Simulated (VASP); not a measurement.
Write the native input for VASP 6.6.1 that does the following.

```
Task                   : single point
Functional             : PBEsol
Potentials or basis    : VASP PAW PBE potentials, release 64 (Ta_pv)
Cutoff                 : 520 eV
k mesh                 : 16 × 16 × 16
Occupations            : gaussian, width 0.1 eV
Spin                   : no spin polarisation
Dipole correction      : no
Further INCAR settings : ALGO = Normal; EDIFF = 1e-06; NBANDS = 12
```

The structure of Ta lies in POSCAR:

```
Ta
1.0
    0.0000000000      2.2305565440      2.2305565440
    2.2305565440      0.0000000000      2.2305565440
    2.2305565440      2.2305565440      0.0000000000
Ta
1
Direct
    0.0000000000      0.0000000000      0.0000000000
```

This isn't the form of Ta at room conditions, which is bcc.

The cell isn't the ideal one: Hf replaced by Ta, lengths x 0.983, strained and moved within the space group.

One way to write it, as run:

INCAR

```
SYSTEM = Ta
PREC     = Accurate       ! precision mode
ENCUT    = 520            ! plane-wave cutoff, eV
EDIFF    = 1E-6           ! SCF threshold, eV
ISMEAR   = 0              ! smearing method
SIGMA    = 0.1            ! smearing width, eV
LREAL    = .FALSE.        ! projectors in reciprocal space
LASPH    = .TRUE.         ! aspherical terms in the spheres
NELM     = 60             ! most SCF steps
ALGO     = Normal         ! electronic algorithm
ISIF     = 2              ! what is computed and relaxed
LWAVE    = .FALSE.        ! write WAVECAR
LCHARG   = .FALSE.        ! write CHGCAR
GGA      = PS             ! functional
NBANDS   = 12             ! bands
```

KPOINTS

```
regular mesh
0
G
  16 16 16
  0 0 0
```

Potentials or basis: VASP PAW PBE potentials, release 64 (Ta_pv).

The run is started by

```console
$ cat potpaw_PBE.64/Ta_pv/POTCAR > POTCAR
$ mpirun -np 1 vasp_std > vasp.out
```

Results of the run:

```
Pressure               : -27.6 GPa
Band gap on the k mesh : none (metal or under the smearing width)
```

Caveat: so large a pressure means that the cell lies far from this level's equilibrium, or that cutoff or potentials fall short; the potentials were made for another functional, which shifts forces and pressure.

Wall time 29 s on 1 thread of Intel(R) Xeon(R) Platinum 8488C (Sapphire Rapids) (shared host), peak memory 0.16 GiB.
